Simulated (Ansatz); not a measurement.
An Ansatz run on GaN (rocksalt) left the output below. The cell was relaxed beforehand with r2SCAN.

The cell given to it:
```
CELL_PARAMETERS angstrom
0.00000 2.10852 2.10852
2.10852 0.00000 2.10852
2.10852 2.10852 0.00000
ATOMIC_POSITIONS crystal
Ga 0.00000 0.00000 0.00000
N 0.50000 0.50000 0.50000
```

Output, abridged:
```
Pseudopotential: Ga, paw, valence charge 13, recommended cutoff 420 eV
Pseudopotential: N, paw, valence charge 5, recommended cutoff 420 eV
Crystal: 2 atoms, lattice volume = 18.748 Å³
Basis set: ecut = 420 eV, 339 PW (Γ)
Bands: 13, of which v1, the nominal top of the filled ones, is band 9 counted from 1 (8 counted from 0)
Symmetry: 48 space group operations
Space group: Fm-3m (ITA 225)
k-points: 16 of 216
SCF 1 converged in 6 iterations: F = -4166.933053 eV  dr2 = 1.54e-9
SCF converged after 6 iterations
Free energy (F): -4166.933053 eV
Fermi energy:    13.318128 eV
--- G₀W₀: contour deformation, 8 samples at zero and on the imaginary axis and 3 off it, 216 q-points, 129 empty bands' worth ---
    ik  band        ε_KS         Σx   Σc(E_QP)       V_xc       Z   E_QP_lin       E_QP  E_QP is
     0     8     12.7920   -21.5267     2.8467   -18.1337  0.7661    12.2426    12.2457  root
     0     9     12.7920   -21.5267     2.8467   -18.1337  0.7661    12.2426    12.2457  root
     0    10     15.6172   -14.0246    -4.2965   -18.6634  0.7973    15.9602    15.9595  root
     0    11     27.9577    -8.5549    -5.7732   -14.6436  0.8036    28.2740    28.2732  root
     1     8     12.8547   -22.0287     2.8776   -18.5906  0.7671    12.2911    12.2943  root
     1     9     12.8547   -22.0287     2.8776   -18.5906  0.7671    12.2911    12.2943  root
     1    10     17.4736   -13.5396    -4.6009   -18.5642  0.7877    17.8987    17.8972  root
     1    11     24.1343    -8.1344    -6.0308   -14.5414  0.7889    24.5120    24.5106  root
     2     8     13.0268   -23.0701     2.9247   -19.5604  0.7694    12.4384    12.4418  root
     2     9     13.0268   -23.0701     2.9247   -19.5604  0.7694    12.4384    12.4418  root
     2    10     18.3380   -10.5714    -4.8972   -15.7878  0.8027    18.6579    18.6571  root
     2    11     22.6791   -10.8268    -6.7671   -18.2342  0.7545    23.3226    23.3194  root
     3     8     13.1406   -23.6459     2.9462   -20.1055  0.7704    12.5430    12.5464  root
     3     9     13.1406   -23.6459     2.9462   -20.1055  0.7704    12.5430    12.5464  root
     3    10     18.0311    -9.2841    -4.7907   -14.3196  0.8132    18.2764    18.2759  root
     3    11     22.4465    -8.2844    -5.6708   -14.3234  0.8076    22.8159    22.8147  root
     5     8     11.8440   -21.8728     3.1548   -18.0672  0.7635    11.1879    11.1932  root
     5     9     11.9696   -22.4141     3.0964   -18.6581  0.7658    11.3048    11.3100  root
     5    10     18.7173   -12.3035    -5.1911   -17.9578  0.7885    19.1827    19.1805  root
     5    11     21.5247    -9.1803    -5.6705   -15.2482  0.7921    21.9234    21.9221  root
     7     8     10.6435   -22.0582     3.4560   -17.8631  0.7558     9.8955     9.9044  root
     7     9     12.9852   -23.3253     2.9350   -19.7860  0.7706    12.3774    12.3810  root
     7    10     19.6465    -9.0691    -5.2064   -14.5863  0.8064    19.9581    19.9573  root
     7    11     20.5744   -12.0187    -5.8799   -18.4740  0.7698    21.1540    21.1499  root
     8     8     11.2411   -21.5720     3.3158   -17.5691  0.7587    10.5472    10.5541  root
     8     9     13.3181   -23.0059     2.8226   -19.6340  0.7697    12.7661    12.7689  root
     8    10     19.1418   -12.7565    -5.2344   -18.5036  0.7758    19.6568    19.6545  root
     8    11     22.5746    -9.1261    -6.1298   -15.6881  0.7889    23.0083    23.0068  root
    10     8      9.2053   -20.9561     3.6163   -16.5859  0.7455     8.4455     8.4515  root
    10     9     10.8342   -21.3452     3.3605   -17.2851  0.7561    10.1272    10.1347  root
    10    10     15.8907   -11.9282    -4.5102   -16.7125  0.8119    16.1653    16.1648  root
    10    11     21.9601    -9.2744    -5.2801   -14.8771  0.8017    22.2834    22.2827  root
    12     8     10.2440   -20.7398     3.4752   -16.5634  0.7495     9.5356     9.5428  root
    12     9     10.2440   -20.7398     3.4752   -16.5634  0.7495     9.5356     9.5428  root
    12    10     13.9440   -12.0054    -4.2900   -16.4763  0.8202    14.1251    14.1249  root
    12    11     21.1211    -9.2424    -4.7577   -14.1516  0.8222    21.2727    21.2725  root
```

The points are ik 0 = (0, 0, 0) (Γ), ik 1 = (0, 0, 1/6), ik 2 = (0, 0, 1/3), ik 3 = (0, 0, -1/2), ik 5 = (0, 1/6, 1/3), ik 7 = (0, 1/6, -1/3), ik 8 = (0, 1/6, -1/6), ik 10 = (0, 1/3, -1/2), ik 12 = (0, -1/2, -1/2); band 9 is the last filled one.

**Question.** Reconstruct the input.

**Answer.**
```yaml
crystal:
  # lattice and atoms as above
kpoints:
  mp_grid: { grid: [6, 6, 6] }
hamiltonian:
  xc: pbe
scf:
  occupations: { method: fixed }
gw:
  n_empty_bands: 129
  ecut_chi: 210
  qp_bands: [v2, c2]
  qp_kpoints: band_edges
  screening: { model: contour_deformation }
```
There is no exchange loop, so no exact exchange. The quasiparticle table needs the gw block. The lines shown narrow the functional down without fixing it; this is the one that was run. This is the file that was run; thresholds and some counts can't be read off the log exactly.

Command: `ansatz run input.yaml --threads 2 --pin off --max-ram 3686MiB --backend cpu --events-out ev --progress --plain --runs-dir out`.

No spin polarisation and no zero-point or thermal motion; the cell was built from a prototype and may be hypothetical.

For so narrow a gap this mesh doesn't settle the screening, and the bands and cutoff are finite.
